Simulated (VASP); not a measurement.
# AlN (P6_3mc) in VASP: further runs, part 2 of 3

VASP 6.6.1.

## (4) G0W0 quasiparticle levels, PBE

Input file POSCAR:

```
AlN
1.0
    3.1130000000      0.0000000000      0.0000000000
   -1.5565000000      2.6959370820      0.0000000000
    0.0000000000      0.0000000000      4.9810000000
Al N
2 2
Direct
    0.6666666667      0.3333333333      0.5000000000
    0.3333333333      0.6666666667      0.0000000000
    0.6666666667      0.3333333333      0.8800000000
    0.3333333333      0.6666666667      0.3800000000
```

Input file INCAR.step1:

```
  PREC = Accurate
  ENCUT = 450
  EDIFF = 1E-8
  ISMEAR = 0
  SIGMA = 0.01
  LREAL = False
  LASPH = True
  NELM = 80
  ALGO = Normal
  LWAVE = True
  LCHARG = False
  GGA = PE
```

Input file INCAR.step2:

```
  PREC = Accurate
  ENCUT = 450
  EDIFF = 1E-8
  ISMEAR = 0
  SIGMA = 0.01
  LREAL = False
  LASPH = True
  NELM = 1
  ALGO = Exact
  LWAVE = True
  LCHARG = False
  GGA = PE
  NBANDS = 33
  LOPTICS = True
  ISTART = 1
```

Input file INCAR.step3:

```
  PREC = Accurate
  ENCUT = 450
  EDIFF = 1E-8
  ISMEAR = 0
  SIGMA = 0.01
  LREAL = False
  LASPH = True
  ALGO = EVGW0
  LWAVE = False
  LCHARG = False
  GGA = PE
  NELMGW = 1
  NBANDS = 33
  ENCUTGW = 200
  NOMEGA = 48
  PRECFOCK = Fast
  ISTART = 1
  NBANDSGW = 16
```

Input file KPOINTS:

```
Automatic mesh
0
Gamma
  4 4 3
```

Potentials or basis: VASP PAW PBE potentials, release 64 (Al_GW, N_GW).

Run with:

```sh
$ cat potpaw_PBE.64/Al_GW/POTCAR potpaw_PBE.64/N_GW/POTCAR > POTCAR
$ cp INCAR.step1 INCAR
$ mpirun -np 1 vasp_std > vasp.out
$ cp INCAR.step2 INCAR
$ mpirun -np 1 vasp_std > vasp.out
$ cp INCAR.step3 INCAR
$ mpirun -np 1 vasp_std > vasp.out
```

OUTCAR:

```text
PREC = Accurate
   ENCUT = 450
   EDIFF = 1E-8
   ISMEAR = 0
   LREAL = False
   LASPH = True
   GGA = PE
   NELMGW = 1
   ENCUTGW = 200
   PRECFOCK = Fast
   ISTART = 1

 Found      8 irreducible k-points:

 Following reciprocal coordinates:
            Coordinates               Weight
  0.000000  0.000000  0.000000      1.000000
  0.250000 -0.000000  0.000000      6.000000
  0.500000 -0.000000  0.000000      3.000000
  0.250000  0.250000  0.000000      6.000000
  0.000000  0.000000  0.333333      2.000000
  0.250000 -0.000000  0.333333     12.000000
   k-points           NKPTS =      8   k-points in BZ     NKDIM =     48   number of bands    NBANDS=     33
   number of dos      NEDOS =    301   number of ions     NIONS =      4
   total plane-waves  NPLWV =  20736
   dimension x,y,z NGX =    24 NGY =   24 NGZ =   36
   dimension x,y,z NGXF=    48 NGYF=   48 NGZF=   72
   ions per type =               2   2
   NGX,Y,Z   is equivalent  to a cutoff of  12.82, 12.82, 12.02 a.u.
   NGXF,Y,Z  is equivalent  to a cutoff of  25.63, 25.63, 24.03 a.u.
 SYSTEM =  unknown system
   PREC   = accura    normal or accurate (medium, high low for compatibility)
   ISTART =      1    job   : 0-new  1-cont  2-samecut
   ICHARG =      0    charge: 1-file 2-atom 10-const
   ISPIN  =      1    spin polarized calculation?
   LNONCOLLINEAR =      F non collinear calculations
   LSORBIT =      F    spin-orbit coupling
   LASPH  =      T    aspherical Exc in radial PAW
   ENCUT  =  450.0 eV  33.07 Ry    5.75 a.u.   5.38  5.38  8.62*2*pi/ulx,y,z
   NELM   =     60;   NELMIN=  2; NELMDL=  0     # of ELM steps
   EDIFF  = 0.1E-07   stopping-criterion for ELM
   LREAL  =      F    real-space projection
   EDIFFG = 0.1E-06   stopping-criterion for IOM
   NSW    =      0    number of steps for IOM
   IBRION =     -1    ionic relax: 0-MD 1-quasi-New 2-CG
   NFREE  =      0    steps in history (QN), initial steepest desc. (CG)
   ISIF   =      0    stress and relaxation
   ISYM   =      3    0-nonsym 1-usesym 2-fastsym
   POTIM  = 0.5000    time-step for ionic-motion
   TEBEG  =    0.0;   TEEND  =   0.0 temperature during run
   PSTRESS=    0.0 pullay stress
   NELECT =      16.0000    total number of electrons
   NUPDOWN=      -1.0000    fix difference up-down
   EMIN   =  10.00;   EMAX   =-10.00  energy-range for DOS
   EFERMI =   0.00;   METHOD = LEGACY
   ISMEAR =     0;   SIGMA  =   0.01  broadening in eV -4-tet -1-fermi 0-gaus
   EFERMI_NEDOS =   21; number of points for ismear=-14 and -15
   IALGO  =     38    algorithm
   IMIX   =      4    mixing-type and parameters
     AMIX     =   0.40;   BMIX     =  1.00
     AMIX_MAG =   1.60;   BMIX_MAG =  1.00
  volume/ion in A,a.u.               =      10.45        70.52
  Fermi-wavevector in a.u.,A,eV,Ry     =   1.188629  2.246183 19.222843  1.412839
  Thomas-Fermi vector in A             =   2.324754
   LORBIT       =      0    0 simple, 1 ext, 2 COOP (PROOUT), +10 PAW based schemes
   GGA     = PE    functional components
   LHFCALC =     T    Hartree Fock is set to
   PRECFOCK=fast      Normal, Fast or Accurate (Low or Medium for compatibility)
   ENCUT4O =  -1.0   cutoff for four orbital integrals eV
   NKREDX  =     1    reduce k-point grid by
   NKREDY  =     1    reduce k-point grid by
   NKREDZ  =     1    reduce k-point grid by
   AEXX    =    1.0000 exact exchange contribution
   HFSCREEN=    0.0000 screening length (either q_TF or 0.3 A-1)
   HFSCREENC=   0.0000 screening length for correlation (either q_TF or 0.3 A-1)
   ENCUTFOCK=  -1.0 apply spherical cutoff to Coloumb kernel
   IVDW    =     0    specifies the selected vdW correction
   LEPSILON=     F    determine dielectric tensor
   LRPA    =     F    only Hartree local field effects (RPA)
   LRPAFORCE           =     F    calculate RPA forces
   ENCUTGW             = 200.0    cutoff for response function in eV
   ENCUTGWSOFT         = 160.0    soft cutoff for Coulomb kernel in GW response function in eV
   ENCUTLF             =  -1.0    cutoff for local field effects
   NELMGW              =     1    number of iterations in solving QP/BSE equation
   NELMHF              =     1    number of iterations in the inner HF iteration
   NKREDLFX            =     1    NKREDLFY  =   1   NKREDLFZ  =   1
 non-spin polarized calculation
 Gauss-broadening in eV      SIGMA  =   0.01
  energy-cutoff  :      450.00
  volume of cell :       41.80
 maximum number of plane-waves:       929
 NGX is ok and might be reduce to    24
  NGX = 12; NGY = 12; NGZ = 20
   NGX = 11   NGY = 11   NGZ = 17
 maximum number of plane-waves:       287

 QP shifts <psi_nk| G(iteration)W_0 |psi_nk>: iteration 1
 for sc-GW calculations column KS-energies equals QP-energies in previous step
 and V_xc(KS)=  KS-energies - (<T + V_ion + V_H > + <T+V_H+V_ion>^1  + <V_x>^1)

 k-point   1 :       0.0000    0.0000    0.0000
  band No.  KS-energies  QP-energies   sigma(KS)   V_xc(KS)     V^pw_x(r,r')   Z            occupation Imag(sigma)

      1     -10.0517     -11.1930     -16.3815     -14.7935     -24.7724       0.7187       2.0000       1.4936
      2      -7.9009      -8.8704     -17.6866     -16.3505     -25.8675       0.7257       2.0000       1.2287
      3      -0.8685      -1.7353     -13.8358     -12.6477     -18.5133       0.7296       2.0000       0.2364
      4       4.2844       3.9640     -16.7139     -16.3010     -20.6613       0.7760       2.0000       0.1163
      5       4.2844       3.9640     -16.7139     -16.3010     -20.6613       0.7760       2.0000       0.1163
      6       4.9402       4.7401     -17.0250     -16.7686     -20.8670       0.7809       2.0000       0.1098
[... 8 lines left out ...]
     15      18.2584      20.0049      -8.3178     -10.4987      -4.0010       0.8008       0.0000      -0.1577
     16      18.2584      20.0049      -8.3178     -10.4987      -4.0010       0.8008       0.0000      -0.1577
[... 84 lines left out ...]
      1      -8.9399      -9.9968     -16.8884     -15.4331     -25.1425       0.7263       2.0000       1.3542
      2      -8.0738      -9.0610     -17.4521     -16.0983     -25.6254       0.7292       2.0000       1.2430
      3       0.5772      -0.1672     -14.7171     -13.7204     -19.1077       0.7469       2.0000       0.1701
      4       1.6876       1.0566     -15.2712     -14.4378     -19.4158       0.7572       2.0000       0.1419
      5       2.7397       2.1795     -15.4686     -14.7395     -19.4404       0.7683       2.0000       0.1311
      6       3.8308       3.4226     -16.3457     -15.8186     -20.3041       0.7745       2.0000       0.1220
[... 8 lines left out ...]
     15      17.4708      19.1091      -8.3962     -10.4448      -4.1306       0.7997       0.0000      -0.1559
     16      18.3466      20.0501      -8.8090     -10.9654      -4.3008       0.7900       0.0000      -0.2029

 [... further k-points ...]
```

Run time: 62 s. Hardware: 1 thread of Intel Xeon Platinum 8259CL at 2.50GHz (Skylake/Cascade Lake), shared host; peak memory 0.32 GiB.

These settings aren't checked as converged: the numbers below hold their error.

Results:

```yaml
Band_gap_on_the_k_mesh_mean-field_level: 4.21 eV, direct
Quasiparticle_gap: 5.62 eV
Least_direct_quasiparticle_gap: 5.62 eV
```

Caveat: the k mesh is coarse (spacing up to 0.58 Å⁻¹), so the values aren't converged; bands, screening cutoff and mesh are small and nothing is extrapolated, so the quasiparticle values aren't converged.

## (5) G0W0 quasiparticle levels, PBE

POSCAR is that of step 4.

INCAR.step1 is that of step 4.

INCAR.step2 is that of step 4.

Edit INCAR.step3 of step 4 so:

```diff
@@ -13,3 +13,3 @@
   NBANDS = 33
-  ENCUTGW = 200
+  ENCUTGW = 260
   NOMEGA = 48
```

KPOINTS is that of step 4.

Potentials or basis: VASP PAW PBE potentials, release 64 (Al_GW, N_GW).

Run with:

```sh
$ cat potpaw_PBE.64/Al_GW/POTCAR potpaw_PBE.64/N_GW/POTCAR > POTCAR
$ cp INCAR.step1 INCAR
$ mpirun -np 1 vasp_std > vasp.out
$ cp INCAR.step2 INCAR
$ mpirun -np 1 vasp_std > vasp.out
$ cp INCAR.step3 INCAR
$ mpirun -np 1 vasp_std > vasp.out
```

OUTCAR:

```text
PREC = Accurate
   ENCUT = 450
   EDIFF = 1E-8
   ISMEAR = 0
   LREAL = False
   LASPH = True
   GGA = PE
   NELMGW = 1
   ENCUTGW = 260
   PRECFOCK = Fast
   ISTART = 1

 Found      8 irreducible k-points:

 Following reciprocal coordinates:
            Coordinates               Weight
  0.000000  0.000000  0.000000      1.000000
  0.250000 -0.000000  0.000000      6.000000
  0.500000 -0.000000  0.000000      3.000000
  0.250000  0.250000  0.000000      6.000000
  0.000000  0.000000  0.333333      2.000000
  0.250000 -0.000000  0.333333     12.000000
   k-points           NKPTS =      8   k-points in BZ     NKDIM =     48   number of bands    NBANDS=     33
   number of dos      NEDOS =    301   number of ions     NIONS =      4
   total plane-waves  NPLWV =  20736
   dimension x,y,z NGX =    24 NGY =   24 NGZ =   36
   dimension x,y,z NGXF=    48 NGYF=   48 NGZF=   72
   ions per type =               2   2
   NGX,Y,Z   is equivalent  to a cutoff of  12.82, 12.82, 12.02 a.u.
   NGXF,Y,Z  is equivalent  to a cutoff of  25.63, 25.63, 24.03 a.u.
 SYSTEM =  unknown system
   PREC   = accura    normal or accurate (medium, high low for compatibility)
   ISTART =      1    job   : 0-new  1-cont  2-samecut
   ICHARG =      0    charge: 1-file 2-atom 10-const
   ISPIN  =      1    spin polarized calculation?
   LNONCOLLINEAR =      F non collinear calculations
   LSORBIT =      F    spin-orbit coupling
   LASPH  =      T    aspherical Exc in radial PAW
   ENCUT  =  450.0 eV  33.07 Ry    5.75 a.u.   5.38  5.38  8.62*2*pi/ulx,y,z
   NELM   =     60;   NELMIN=  2; NELMDL=  0     # of ELM steps
   EDIFF  = 0.1E-07   stopping-criterion for ELM
   LREAL  =      F    real-space projection
   EDIFFG = 0.1E-06   stopping-criterion for IOM
   NSW    =      0    number of steps for IOM
   IBRION =     -1    ionic relax: 0-MD 1-quasi-New 2-CG
   NFREE  =      0    steps in history (QN), initial steepest desc. (CG)
   ISIF   =      0    stress and relaxation
   ISYM   =      3    0-nonsym 1-usesym 2-fastsym
   POTIM  = 0.5000    time-step for ionic-motion
   TEBEG  =    0.0;   TEEND  =   0.0 temperature during run
   PSTRESS=    0.0 pullay stress
   NELECT =      16.0000    total number of electrons
   NUPDOWN=      -1.0000    fix difference up-down
   EMIN   =  10.00;   EMAX   =-10.00  energy-range for DOS
   EFERMI =   0.00;   METHOD = LEGACY
   ISMEAR =     0;   SIGMA  =   0.01  broadening in eV -4-tet -1-fermi 0-gaus
   EFERMI_NEDOS =   21; number of points for ismear=-14 and -15
   IALGO  =     38    algorithm
   IMIX   =      4    mixing-type and parameters
     AMIX     =   0.40;   BMIX     =  1.00
     AMIX_MAG =   1.60;   BMIX_MAG =  1.00
  volume/ion in A,a.u.               =      10.45        70.52
  Fermi-wavevector in a.u.,A,eV,Ry     =   1.188629  2.246183 19.222843  1.412839
  Thomas-Fermi vector in A             =   2.324754
   LORBIT       =      0    0 simple, 1 ext, 2 COOP (PROOUT), +10 PAW based schemes
   GGA     = PE    functional components
   LHFCALC =     T    Hartree Fock is set to
   PRECFOCK=fast      Normal, Fast or Accurate (Low or Medium for compatibility)
   ENCUT4O =  -1.0   cutoff for four orbital integrals eV
   NKREDX  =     1    reduce k-point grid by
   NKREDY  =     1    reduce k-point grid by
   NKREDZ  =     1    reduce k-point grid by
   AEXX    =    1.0000 exact exchange contribution
   HFSCREEN=    0.0000 screening length (either q_TF or 0.3 A-1)
   HFSCREENC=   0.0000 screening length for correlation (either q_TF or 0.3 A-1)
   ENCUTFOCK=  -1.0 apply spherical cutoff to Coloumb kernel
   IVDW    =     0    specifies the selected vdW correction
   LEPSILON=     F    determine dielectric tensor
   LRPA    =     F    only Hartree local field effects (RPA)
   LRPAFORCE           =     F    calculate RPA forces
   ENCUTGW             = 260.0    cutoff for response function in eV
   ENCUTGWSOFT         = 208.0    soft cutoff for Coulomb kernel in GW response function in eV
   ENCUTLF             =  -1.0    cutoff for local field effects
   NELMGW              =     1    number of iterations in solving QP/BSE equation
   NELMHF              =     1    number of iterations in the inner HF iteration
   NKREDLFX            =     1    NKREDLFY  =   1   NKREDLFZ  =   1
 non-spin polarized calculation
 Gauss-broadening in eV      SIGMA  =   0.01
  energy-cutoff  :      450.00
  volume of cell :       41.80
 maximum number of plane-waves:       929
 NGX is ok and might be reduce to    24
  NGX = 12; NGY = 12; NGZ = 20
   NGX = 11   NGY = 11   NGZ = 17
 maximum number of plane-waves:       416

 QP shifts <psi_nk| G(iteration)W_0 |psi_nk>: iteration 1
 for sc-GW calculations column KS-energies equals QP-energies in previous step
 and V_xc(KS)=  KS-energies - (<T + V_ion + V_H > + <T+V_H+V_ion>^1  + <V_x>^1)

 k-point   1 :       0.0000    0.0000    0.0000
  band No.  KS-energies  QP-energies   sigma(KS)   V_xc(KS)     V^pw_x(r,r')   Z            occupation Imag(sigma)

      1     -10.0517     -11.1932     -16.3822     -14.7935     -24.7724       0.7186       2.0000       1.4989
      2      -7.9009      -8.8698     -17.6849     -16.3505     -25.8675       0.7262       2.0000       1.2382
      3      -0.8685      -1.7317     -13.8319     -12.6477     -18.5133       0.7289       2.0000       0.2377
      4       4.2844       3.9654     -16.7125     -16.3010     -20.6613       0.7754       2.0000       0.1165
      5       4.2844       3.9654     -16.7125     -16.3010     -20.6613       0.7754       2.0000       0.1165
      6       4.9402       4.7411     -17.0238     -16.7686     -20.8670       0.7802       2.0000       0.1100
[... 8 lines left out ...]
     15      18.2584      20.0054      -8.3172     -10.4987      -4.0010       0.8008       0.0000      -0.1577
     16      18.2584      20.0054      -8.3172     -10.4987      -4.0010       0.8008       0.0000      -0.1577
[... 84 lines left out ...]
      1      -8.9399      -9.9970     -16.8882     -15.4331     -25.1425       0.7265       2.0000       1.3619
      2      -8.0738      -9.0604     -17.4504     -16.0983     -25.6254       0.7297       2.0000       1.2523
      3       0.5772      -0.1643     -14.7140     -13.7204     -19.1077       0.7463       2.0000       0.1708
      4       1.6876       1.0589     -15.2688     -14.4378     -19.4158       0.7566       2.0000       0.1423
      5       2.7397       2.1814     -15.4666     -14.7395     -19.4404       0.7677       2.0000       0.1314
      6       3.8308       3.4241     -16.3442     -15.8186     -20.3041       0.7739       2.0000       0.1222
[... 8 lines left out ...]
     15      17.4708      19.1098      -8.3953     -10.4448      -4.1306       0.7997       0.0000      -0.1558
     16      18.3466      20.0504      -8.8082     -10.9654      -4.3008       0.7898       0.0000      -0.2030

 [... further k-points ...]
```

Wall time 81 s (1 thread of Intel Xeon Platinum 8259CL at 2.50GHz (Skylake/Cascade Lake), shared host); peak memory 0.43 GiB.

The run converged, but some of its settings lie outside the range that counts as converged, so its numbers aren't taken as properties of the crystal.

What came out:

```
Band gap on the k mesh, mean-field level : 4.21 eV, direct
Quasiparticle gap                        : 5.62 eV
Least direct quasiparticle gap           : 5.62 eV
```

Caveat: the k mesh is coarse (spacing up to 0.58 Å⁻¹), so the values aren't converged; bands, screening cutoff and mesh are small and nothing is extrapolated, so the quasiparticle values aren't converged.

(Continued in part 3 of 3.)
